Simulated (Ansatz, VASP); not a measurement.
## LiF (Griceite): VASP beside Ansatz

File POSCAR:

```
LiF
1.0
    0.0000000000      1.9948691899      2.0724696014
    1.9948691899      0.0000000000      2.0724696014
    1.9948691899      1.9948691899      0.0000000000
Li F
1 1
Direct
    0.0000000000      0.0000000000      0.0000000000
    0.5000000000      0.5000000000      0.5000000000
```

Contents of INCAR.step1:

```
PREC     = Accurate       # precision mode
ENCUT    = 520            # plane-wave cutoff, eV
ISMEAR   = 0              # smearing method
SIGMA    = 0.01           # smearing width, eV
LREAL    = F              # projectors in reciprocal space
LASPH    = T              # aspherical terms in the spheres
NELM     = 60             # most SCF steps
NBANDS   = 12             # bands
GGA      = PE             # functional
ALGO     = Normal         # electronic algorithm
EDIFF    = 1E-4           # SCF threshold, eV
LWAVE    = T              # write WAVECAR
LCHARG   = F              # write CHGCAR
```

INCAR.step2

```
PREC     = Accurate       # precision mode
ENCUT    = 520            # plane-wave cutoff, eV
EDIFF    = 1E-6           # SCF threshold, eV
ISMEAR   = 0              # smearing method
SIGMA    = 0.01           # smearing width, eV
LREAL    = F              # projectors in reciprocal space
LASPH    = T              # aspherical terms in the spheres
NELM     = 60             # most SCF steps
ALGO     = Normal         # electronic algorithm
ISIF     = 2              # what is computed and relaxed
LWAVE    = F              # write WAVECAR
LCHARG   = F              # write CHGCAR
METAGGA  = R2SCAN         # meta-GGA
LMIXTAU  = T            
NBANDS   = 12             # bands
ISTART   = 1
```

File KPOINTS:

```
Automatic mesh
0
Gamma
  10 10 10
```

Input for Ansatz:

```yaml
crystal:
  lattice:
    - [0.0, 1.9948691899, 2.0724696014]
    - [1.9948691899, 0.0, 2.0724696014]
    - [1.9948691899, 1.9948691899, 0.0]
  atoms:
    - { symbol: Li, position: [0.0, 0.0, 0.0] }
    - { symbol: F, position: [0.5, 0.5, 0.5] }
kpoints:
  mp_grid: { grid: [10, 10, 10] }
  band_path:
    path:
      - [0.0, 0.0, 0.0]
      - [0.5, 0.0, 0.5]
      - [0.625, 0.25, 0.625]
      - [0.375, 0.375, 0.75]
      - [0.5, 0.5, 0.5]
      - [0.5, 0.25, 0.75]
    npoints: 1
hamiltonian:
  xc: r2scan
scf:
  occupations: { method: fixed }
  n_extra_bands: 4
output:
  forces: true
  stress: true
  eigenvalues: true
```

Change from the starting cell: uniaxial_z strain +3.9%.

Alike in both runs: task single point; functional r2SCAN; k mesh 10 × 10 × 10; no spin polarisation.

|  | VASP | Ansatz |
| --- | --- | --- |
| version | VASP 6.6.1 | Ansatz 0.2.0 |
| potentials or method | VASP PAW PBE potentials, release 64 (Li_sv, F) | plane waves, PAW |
| plane-wave cutoff (eV) | 520 | 500 |
| occupations | gaussian, width 0.01 eV | fixed |
| valence electrons in the cell | 10 | 10 |

|  | VASP | Ansatz | Ansatz less VASP |
| --- | --- | --- | --- |
| gap on the k mesh at the Fermi level (eV) | 10.12 | 9.92 | -0.200 |

 A k mesh can miss the band edges.
